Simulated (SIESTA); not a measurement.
## Cu in SIESTA: the effect of functional

Slab: Cu, a slab with vacuum.

```
Cu
1.0
     2.53076    0.00000    0.00000
    -1.26538    2.19171    0.00000
     0.00000    0.00000   25.32727
Cu
6
Direct
  0.66667 0.33333 0.29612
  0.00000 0.00000 0.37767
  0.33333 0.66667 0.45922
  0.00000 0.00000 0.54078
  0.66667 0.33333 0.62233
  0.00000 0.00000 0.70388
```

Alike in all runs:

```yaml
Program: SIESTA 5.4.2
Task: single point
Basis: DZP (energy shift 0.003 Ry; two zetas on semicore shells)
Grid_cutoff: 800 Ry
Energy_shift: 0.003 Ry
k_mesh: 8 × 8 × 1
Occupations: fermi-dirac, width 0.05 eV
Spin: no spin polarisation
```

Problem. One run gave: largest force 0.42 eV/Å. Which functional did it use?
A. PBEsol
B. PW91
C. LDA
D. AM05
E. revPBE

Solution. E.

| functional | potentials or basis | largest force (eV/Å) |
| --- | --- | --- |
| LDA | PseudoDojo 0.4 standard (LDA files) | 0.33 |
| PBEsol | PseudoDojo 0.4 standard (PBEsol files) | 0.09 |
| AM05 | PseudoDojo 0.4 standard (PBEsol files) | 0.11 |
| WC | PseudoDojo 0.4 standard (PBEsol files) | 0.09 |
| PW91 | PseudoDojo 0.4 standard (PBE files) | 0.24 |
| revPBE | PseudoDojo 0.4 standard (PBE files) | 0.42 |
| RPBE | PseudoDojo 0.4 standard (PBE files) | 0.48 |
| BLYP | PseudoDojo 0.4 standard (PBE files) | 0.51 |

Caveats: the potentials were made for another functional, which shifts forces and pressure (some runs).

Runs at the PBE level aren't shown here.
